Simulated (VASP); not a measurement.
# CdS (Fm-3m) in VASP: further runs

The runs below take CdS through G0W0 quasiparticle levels, with PBE.

Program: VASP 6.6.1. These are calculated values, not measurements. Logs are shortened: lines on timing, memory, paths and dates and some standing lists are left out, and cuts for length are marked.

**1. Starting point**

It takes space group Fm-3m (No. 225, cubic). Conventional cell: a = 5.506 Å, b = 5.506 Å, c = 5.506 Å, α = 90.00°, β = 90.00°, γ = 90.00°. Cd (site symmetry m-3m) is surrounded by 6 S at 2.75 Å. S (site symmetry m-3m) has 6 Cd at 2.75 Å as nearest neighbours.

Measurements of this composition are mostly on another form, of space group No. 186.

**2. G0W0 quasiparticle levels, PBE**

POSCAR

```
CdS
1.0
    0.0000000000      2.7532440000      2.7532440000
    2.7532440000      0.0000000000      2.7532440000
    2.7532440000      2.7532440000      0.0000000000
Cd S
1 1
Direct
    0.0000000000      0.0000000000      0.0000000000
    0.5000000000      0.5000000000      0.5000000000
```

INCAR.step1

```
SYSTEM = CdS
PREC = Accurate
ENCUT = 450
EDIFF = 1E-8
ISMEAR = 0
SIGMA = 0.01
LREAL = .False.
LASPH = .True.
NELM = 60
ALGO = Normal
LWAVE = .True.
LCHARG = .False.
GGA = PE
```

INCAR.step2

```
SYSTEM = CdS
PREC = Accurate
ENCUT = 450
EDIFF = 1E-8
ISMEAR = 0
SIGMA = 0.01
LREAL = .False.
LASPH = .True.
NELM = 1
ALGO = Exact
LWAVE = .True.
LCHARG = .False.
GGA = PE
NBANDS = 59
LOPTICS = .True.
ISTART = 1
```

INCAR.step3

```
SYSTEM = CdS
PREC = Accurate
ENCUT = 450
EDIFF = 1E-8
ISMEAR = 0
SIGMA = 0.01
LREAL = .False.
LASPH = .True.
ALGO = EVGW0
LWAVE = .False.
LCHARG = .False.
GGA = PE
NELMGW = 1
NBANDS = 59
ENCUTGW = 260
NOMEGA = 48
PRECFOCK = Fast
ISTART = 1
NBANDSGW = 17
```

KPOINTS

```
Automatic mesh
0
Gamma
  3 3 3
  0 0 0
```

Potentials or basis: VASP PAW PBE potentials, release 64 (Cd_GW, S_GW).

On the command line:

```
$ cat potpaw_PBE.64/Cd_GW/POTCAR potpaw_PBE.64/S_GW/POTCAR > POTCAR
$ cp INCAR.step1 INCAR
$ mpirun -np 1 vasp_std > vasp.out
$ cp INCAR.step2 INCAR
$ mpirun -np 1 vasp_std > vasp.out
$ cp INCAR.step3 INCAR
$ mpirun -np 1 vasp_std > vasp.out
```

OUTCAR:

```text
SYSTEM = CdS
   PREC = Accurate
   ENCUT = 450
   EDIFF = 1E-8
   ISMEAR = 0
   LREAL = .False.
   LASPH = .True.
   GGA = PE
   NELMGW = 1
   ENCUTGW = 260
   PRECFOCK = Fast
   ISTART = 1

 Found      4 irreducible k-points:

 Following reciprocal coordinates:
            Coordinates               Weight
  0.000000  0.000000  0.000000      1.000000
  0.333333  0.000000  0.000000      8.000000
  0.333333  0.333333  0.000000      6.000000
 -0.333333  0.333333  0.000000     12.000000
   k-points           NKPTS =      4   k-points in BZ     NKDIM =     27   number of bands    NBANDS=     59
   number of dos      NEDOS =    301   number of ions     NIONS =      2
   total plane-waves  NPLWV =  21952
   dimension x,y,z NGX =    28 NGY =   28 NGZ =   28
   dimension x,y,z NGXF=    56 NGYF=   56 NGZF=   56
   ions per type =               1   1
   NGX,Y,Z   is equivalent  to a cutoff of  11.95, 11.95, 11.95 a.u.
   NGXF,Y,Z  is equivalent  to a cutoff of  23.91, 23.91, 23.91 a.u.
 SYSTEM =  CdS
   PREC   = accura    normal or accurate (medium, high low for compatibility)
   ISTART =      1    job   : 0-new  1-cont  2-samecut
   ICHARG =      0    charge: 1-file 2-atom 10-const
   ISPIN  =      1    spin polarized calculation?
   LNONCOLLINEAR =      F non collinear calculations
   LSORBIT =      F    spin-orbit coupling
   LASPH  =      T    aspherical Exc in radial PAW
   ENCUT  =  450.0 eV  33.07 Ry    5.75 a.u.   6.73  6.73  6.73*2*pi/ulx,y,z
   NELM   =     60;   NELMIN=  2; NELMDL=  0     # of ELM steps
   EDIFF  = 0.1E-07   stopping-criterion for ELM
   LREAL  =      F    real-space projection
   EDIFFG = 0.1E-06   stopping-criterion for IOM
   NSW    =      0    number of steps for IOM
   IBRION =     -1    ionic relax: 0-MD 1-quasi-New 2-CG
   NFREE  =      0    steps in history (QN), initial steepest desc. (CG)
   ISIF   =      0    stress and relaxation
   ISYM   =      3    0-nonsym 1-usesym 2-fastsym
   POTIM  = 0.5000    time-step for ionic-motion
   TEBEG  =    0.0;   TEEND  =   0.0 temperature during run
   PSTRESS=    0.0 pullay stress
   NELECT =      18.0000    total number of electrons
   NUPDOWN=      -1.0000    fix difference up-down
   EMIN   =  10.00;   EMAX   =-10.00  energy-range for DOS
   EFERMI =   0.00;   METHOD = LEGACY
   ISMEAR =     0;   SIGMA  =   0.01  broadening in eV -4-tet -1-fermi 0-gaus
   EFERMI_NEDOS =   21; number of points for ismear=-14 and -15
   IALGO  =     38    algorithm
   IMIX   =      4    mixing-type and parameters
     AMIX     =   0.40;   BMIX     =  1.00
     AMIX_MAG =   1.60;   BMIX_MAG =  1.00
  volume/ion in A,a.u.               =      20.87       140.84
  Fermi-wavevector in a.u.,A,eV,Ry     =   1.236833  2.337275 20.813583  1.529755
  Thomas-Fermi vector in A             =   2.371425
   LORBIT       =      0    0 simple, 1 ext, 2 COOP (PROOUT), +10 PAW based schemes
   GGA     = PE    functional components
   LHFCALC =     T    Hartree Fock is set to
   PRECFOCK=fast      Normal, Fast or Accurate (Low or Medium for compatibility)
   ENCUT4O =  -1.0   cutoff for four orbital integrals eV
   NKREDX  =     1    reduce k-point grid by
   NKREDY  =     1    reduce k-point grid by
   NKREDZ  =     1    reduce k-point grid by
   AEXX    =    1.0000 exact exchange contribution
   HFSCREEN=    0.0000 screening length (either q_TF or 0.3 A-1)
   HFSCREENC=   0.0000 screening length for correlation (either q_TF or 0.3 A-1)
   ENCUTFOCK=  -1.0 apply spherical cutoff to Coloumb kernel
   IVDW    =     0    specifies the selected vdW correction
   LEPSILON=     F    determine dielectric tensor
   LRPA    =     F    only Hartree local field effects (RPA)
   LRPAFORCE           =     F    calculate RPA forces
   ENCUTGW             = 260.0    cutoff for response function in eV
   ENCUTGWSOFT         = 208.0    soft cutoff for Coulomb kernel in GW response function in eV
   ENCUTLF             =  -1.0    cutoff for local field effects
   NELMGW              =     1    number of iterations in solving QP/BSE equation
   NELMHF              =     1    number of iterations in the inner HF iteration
   NKREDLFX            =     1    NKREDLFY  =   1   NKREDLFZ  =   1
 non-spin polarized calculation
 Gauss-broadening in eV      SIGMA  =   0.01
  energy-cutoff  :      450.00
  volume of cell :       41.74
 maximum number of plane-waves:       906
  NGX = 16; NGY = 16; NGZ = 16
   NGX = 13   NGY = 13   NGZ = 13
 maximum number of plane-waves:       411

 QP shifts <psi_nk| G(iteration)W_0 |psi_nk>: iteration 1
 for sc-GW calculations column KS-energies equals QP-energies in previous step
 and V_xc(KS)=  KS-energies - (<T + V_ion + V_H > + <T+V_H+V_ion>^1  + <V_x>^1)

 k-point   1 :       0.0000    0.0000    0.0000
  band No.  KS-energies  QP-energies   sigma(KS)   V_xc(KS)     V^pw_x(r,r')   Z            occupation Imag(sigma)

      1      -8.2276      -8.4916     -13.0761     -12.6776     -20.6296       0.6625       2.0000       1.5223
      2      -3.3313      -4.6206     -17.1923     -15.3687     -23.1447       0.7070       2.0000       0.4621
      3      -3.3313      -4.6206     -17.1923     -15.3687     -23.1447       0.7070       2.0000       0.4621
      4      -3.3313      -4.6206     -17.1923     -15.3687     -23.1447       0.7070       2.0000       0.4621
      5      -3.3249      -4.6029     -17.3036     -15.5045     -23.4091       0.7103       2.0000       0.4976
      6      -3.3249      -4.6029     -17.3036     -15.5045     -23.4091       0.7103       2.0000       0.4976
      7       3.7196       3.4322     -13.4752     -13.0852     -16.2014       0.7368       2.0000       0.2123
      8       3.7196       3.4322     -13.4752     -13.0852     -16.2014       0.7368       2.0000       0.2123
      9       3.7196       3.4322     -13.4752     -13.0852     -16.2014       0.7368       2.0000       0.2123
     10       5.1941       5.5975     -10.6466     -11.1651      -6.6880       0.7781       0.0000      -0.1235
     11      13.5340      14.0240      -9.5964     -10.2256      -4.9391       0.7788       0.0000      -0.3026
     12      13.5340      14.0240      -9.5964     -10.2256      -4.9391       0.7788       0.0000      -0.3026
     13      13.5340      14.0240      -9.5964     -10.2256      -4.9391       0.7788       0.0000      -0.3026
     14      15.5411      15.4496      -7.0268      -6.9095      -1.8398       0.7797       0.0000      -0.3804
     15      15.6056      16.1824      -9.3954     -10.1578      -3.6388       0.7566       0.0000      -0.5977
     16      15.6056      16.1824      -9.3954     -10.1578      -3.6388       0.7566       0.0000      -0.5977
     17      15.6056      16.1824      -9.3954     -10.1578      -3.6388       0.7566       0.0000      -0.5977

 k-point   2 :       0.3333    0.0000    0.0000
  band No.  KS-energies  QP-energies   sigma(KS)   V_xc(KS)     V^pw_x(r,r')   Z            occupation Imag(sigma)

      1      -7.4583      -7.6877     -13.5069     -13.1620     -20.8816       0.6654       2.0000       1.3731
      2      -3.5365      -4.7799     -17.0165     -15.2500     -23.1242       0.7039       2.0000       0.5078
      3      -3.5365      -4.7799     -17.0165     -15.2500     -23.1242       0.7039       2.0000       0.5078
      4      -3.4494      -4.7054     -16.8115     -15.0319     -22.7137       0.7058       2.0000       0.4896
      5      -3.1877      -4.4881     -17.3800     -15.5481     -23.3571       0.7098       2.0000       0.4655
      6      -3.1877      -4.4881     -17.3800     -15.5481     -23.3571       0.7098       2.0000       0.4655
      7       0.2810      -0.1998     -12.3960     -11.7510     -15.6613       0.7455       2.0000       0.4138
      8       4.2279       3.9435     -13.9086     -13.5263     -16.5623       0.7439       2.0000       0.2044
      9       4.2279       3.9435     -13.9086     -13.5263     -16.5623       0.7439       2.0000       0.2044
     10       7.9525       8.2751      -9.8073     -10.2212      -5.6880       0.7793       0.0000      -0.1745
     11      10.8949      11.5324     -10.9500     -11.7908      -5.9523       0.7581       0.0000      -0.3142
     12      10.9457      11.4534      -9.4879     -10.1402      -4.9996       0.7783       0.0000      -0.2453
     13      10.9457      11.4534      -9.4879     -10.1402      -4.9996       0.7783       0.0000      -0.2453
     14      15.3946      15.6629      -8.5513      -8.8973      -3.2306       0.7758       0.0000      -0.4740
     15      15.8326      16.4815      -9.8459     -10.6923      -4.6916       0.7666       0.0000      -0.4341
     16      15.8326      16.4815      -9.8459     -10.6923      -4.6916       0.7666       0.0000      -0.4341
     17      21.5622      22.3297     -10.0420     -11.0368      -3.7775       0.7715       0.0000      -1.0263

 k-point   3 :       0.3333    0.3333    0.0000
  band No.  KS-energies  QP-energies   sigma(KS)   V_xc(KS)     V^pw_x(r,r')   Z            occupation Imag(sigma)

      1      -7.4873      -7.7558     -13.7665     -13.3587     -21.1871       0.6584       2.0000       1.3206
      2      -3.4402      -4.7195     -17.0174     -15.2039     -22.9533       0.7054       2.0000       0.4675
      3      -3.2482      -4.5314     -17.3895     -15.5834     -23.5002       0.7105       2.0000       0.4921
      4      -3.1787      -4.3372     -16.6586     -15.0296     -22.6047       0.7112       2.0000       0.5430
      5      -3.1577      -4.4592     -17.3790     -15.5467     -23.3394       0.7103       2.0000       0.4647
      6      -3.1577      -4.4592     -17.3790     -15.5467     -23.3394       0.7103       2.0000       0.4647
      7       1.1879       0.7416     -12.6615     -12.0649     -15.6817       0.7482       2.0000       0.3404
      8       2.7173       2.3579     -12.9217     -12.4335     -15.8231       0.7361       2.0000       0.2583
      9       2.7173       2.3579     -12.9217     -12.4335     -15.8231       0.7361       2.0000       0.2583
     10       5.9749       6.4025     -10.3205     -10.8689      -6.5167       0.7798       0.0000      -0.1214
     11      10.8147      11.0558      -8.9816      -9.2890      -4.7288       0.7845       0.0000      -0.2065
     12      12.2754      12.7973     -10.7299     -11.4224      -5.8135       0.7537       0.0000      -0.3251
     13      14.1558      14.7256      -9.8787     -10.6265      -4.6148       0.7620       0.0000      -0.4171
     14      14.1558      14.7256      -9.8787     -10.6265      -4.6148       0.7620       0.0000      -0.4171
     15      17.6795      18.5228     -10.8724     -11.9677      -5.4647       0.7699       0.0000      -0.6254
     16      19.5780      20.4860     -10.3653     -11.5432      -4.2763       0.7708       0.0000      -0.8681
     17      19.5780      20.4860     -10.3653     -11.5432      -4.2763       0.7708       0.0000      -0.8681

 k-point   4 :      -0.3333    0.3333    0.0000
  band No.  KS-energies  QP-energies   sigma(KS)   V_xc(KS)     V^pw_x(r,r')   Z            occupation Imag(sigma)

      1      -7.1911      -7.4548     -14.0335     -13.6351     -21.4151       0.6618       2.0000       1.2570
      2      -3.4626      -4.7114     -17.1008     -15.3329     -23.2267       0.7064       2.0000       0.5112
      3      -3.4289      -4.6829     -16.8376     -15.0640     -22.7523       0.7070       2.0000       0.4903
      4      -3.2651      -4.5501     -17.1393     -15.3251     -23.0689       0.7083       2.0000       0.4728
      5      -3.1335      -4.4408     -17.4280     -15.5914     -23.3913       0.7118       2.0000       0.4620
      6      -2.8377      -4.0194     -17.2736     -15.6200     -23.2646       0.7146       2.0000       0.5127
      7       0.6035       0.1459     -12.2215     -11.6104     -15.2754       0.7488       2.0000       0.3792
      8       1.2571       0.7788     -12.2431     -11.5988     -15.3793       0.7423       2.0000       0.3536
      9       3.5115       3.1762     -13.3720     -12.9207     -16.0949       0.7431       2.0000       0.2275
     10       7.1880       7.6272     -10.3534     -10.9194      -6.4109       0.7761       0.0000      -0.1486
     11      10.8210      11.2964     -10.3541     -10.9749      -5.8056       0.7658       0.0000      -0.2515
     12      12.1783      12.7929     -10.1989     -11.0007      -5.4499       0.7665       0.0000      -0.3049
     13      12.4002      12.8549     -10.0892     -10.6859      -5.2947       0.7620       0.0000      -0.2941
     14      15.4239      15.9205      -9.4328     -10.0748      -4.1080       0.7736       0.0000      -0.4913
     15      16.3044      16.8891      -9.5407     -10.3051      -4.2935       0.7648       0.0000      -0.4455
     16      19.7754      20.5990     -10.1108     -11.1813      -3.9643       0.7693       0.0000      -0.9322
     17      20.9739      21.8671     -10.1250     -11.2693      -4.0494       0.7806       0.0000      -0.9721
```

Run time: 45 s. Hardware: 1 thread of Intel Xeon Platinum 8488C (Sapphire Rapids), shared host; peak memory 0.42 GiB.

These settings aren't checked as converged: the numbers below hold their error.

Results:

| Item | Value |
| --- | --- |
| Band gap on the k mesh, mean-field level | 0.97 eV, indirect (least direct gap 1.47 eV) |
| Quasiparticle gap | 1.65 eV |
| Least direct quasiparticle gap | 2.17 eV |

Caveat: the k mesh is coarse (spacing up to 0.66 Å⁻¹), so the values aren't converged; bands, screening cutoff and mesh are small and nothing is extrapolated, so the quasiparticle values aren't converged; an odd mesh through Γ misses points on the zone boundary, where band edges often lie.

**3. G0W0 quasiparticle levels, PBE**

POSCAR is that of step 2.

INCAR.step1 is that of step 2.

Edit INCAR.step2 of step 2 so:

```diff
@@ -13,3 +13,3 @@
 GGA = PE
-NBANDS = 59
+NBANDS = 109
 LOPTICS = .True.
```

Edit INCAR.step3 of step 2 so:

```diff
@@ -13,4 +13,4 @@
 NELMGW = 1
-NBANDS = 59
-ENCUTGW = 260
+NBANDS = 109
+ENCUTGW = 200
 NOMEGA = 48
```

KPOINTS is that of step 2.

Potentials or basis: VASP PAW PBE potentials, release 64 (Cd_GW, S_GW).

On the command line:

```
$ cat potpaw_PBE.64/Cd_GW/POTCAR potpaw_PBE.64/S_GW/POTCAR > POTCAR
$ cp INCAR.step1 INCAR
$ mpirun -np 1 vasp_std > vasp.out
$ cp INCAR.step2 INCAR
$ mpirun -np 1 vasp_std > vasp.out
$ cp INCAR.step3 INCAR
$ mpirun -np 1 vasp_std > vasp.out
```

OUTCAR:

```text
SYSTEM = CdS
   PREC = Accurate
   ENCUT = 450
   EDIFF = 1E-8
   ISMEAR = 0
   LREAL = .False.
   LASPH = .True.
   GGA = PE
   NELMGW = 1
   ENCUTGW = 200
   PRECFOCK = Fast
   ISTART = 1

 Found      4 irreducible k-points:

 Following reciprocal coordinates:
            Coordinates               Weight
  0.000000  0.000000  0.000000      1.000000
  0.333333  0.000000  0.000000      8.000000
  0.333333  0.333333  0.000000      6.000000
 -0.333333  0.333333  0.000000     12.000000
   k-points           NKPTS =      4   k-points in BZ     NKDIM =     27   number of bands    NBANDS=    109
   number of dos      NEDOS =    301   number of ions     NIONS =      2
[... 58 lines left out ...]
   ENCUTLF             =  -1.0    cutoff for local field effects
   NELMGW              =     1    number of iterations in solving QP/BSE equation
   NELMHF              =     1    number of iterations in the inner HF iteration
   NKREDLFX            =     1    NKREDLFY  =   1   NKREDLFZ  =   1
 non-spin polarized calculation
 Gauss-broadening in eV      SIGMA  =   0.01
  energy-cutoff  :      450.00
  volume of cell :       41.74
 maximum number of plane-waves:       906
  NGX = 16; NGY = 16; NGZ = 16
   NGX = 13   NGY = 13   NGZ = 13
 maximum number of plane-waves:       283

 QP shifts <psi_nk| G(iteration)W_0 |psi_nk>: iteration 1
 for sc-GW calculations column KS-energies equals QP-energies in previous step
 and V_xc(KS)=  KS-energies - (<T + V_ion + V_H > + <T+V_H+V_ion>^1  + <V_x>^1)

 k-point   1 :       0.0000    0.0000    0.0000
  band No.  KS-energies  QP-energies   sigma(KS)   V_xc(KS)     V^pw_x(r,r')   Z            occupation Imag(sigma)

      1      -8.2276      -8.5650     -13.2074     -12.6776     -20.6296       0.6368       2.0000       1.2933
      2      -3.3313      -5.0774     -17.8522     -15.3687     -23.1447       0.7031       2.0000       0.4101
      3      -3.3313      -5.0774     -17.8522     -15.3687     -23.1447       0.7031       2.0000       0.4101
      4      -3.3313      -5.0774     -17.8522     -15.3687     -23.1447       0.7031       2.0000       0.4101
      5      -3.3249      -5.0880     -17.9905     -15.5045     -23.4091       0.7092       2.0000       0.4737
      6      -3.3249      -5.0880     -17.9905     -15.5045     -23.4091       0.7092       2.0000       0.4737
[... 59 lines left out ...]
      3      -3.4289      -5.1199     -17.4683     -15.0640     -22.7523       0.7033       2.0000       0.4297
      4      -3.2651      -4.9977     -17.7877     -15.3251     -23.0689       0.7035       2.0000       0.4193
      5      -3.1335      -4.9055     -18.0989     -15.5914     -23.3913       0.7067       2.0000       0.4123
      6      -2.8377      -4.4809     -17.9225     -15.6200     -23.2646       0.7137       2.0000       0.4747
[... 9 lines left out ...]
     16      19.7754      20.1704     -10.6511     -11.1813      -3.9643       0.7450       0.0000      -0.7773
     17      20.9739      21.3872     -10.7218     -11.2693      -4.0494       0.7548       0.0000      -0.8327
```

It took 43 s on 1 thread of Intel Xeon Platinum 8488C (Sapphire Rapids), shared host; peak memory 0.3 GiB.

The run converged, but some of its settings lie outside the range that counts as converged, so its numbers aren't taken as properties of the crystal.

Results:

```
Band gap on the k mesh, mean-field level : 0.97 eV, indirect (least direct gap 1.47 eV)
Quasiparticle gap                        : 1.58 eV
Least direct quasiparticle gap           : 2.07 eV
```

Caveat: the k mesh is coarse (spacing up to 0.66 Å⁻¹), so the values aren't converged; bands, screening cutoff and mesh are small and nothing is extrapolated, so the quasiparticle values aren't converged; an odd mesh through Γ misses points on the zone boundary, where band edges often lie.

(Part 1 of 3 ends here.)
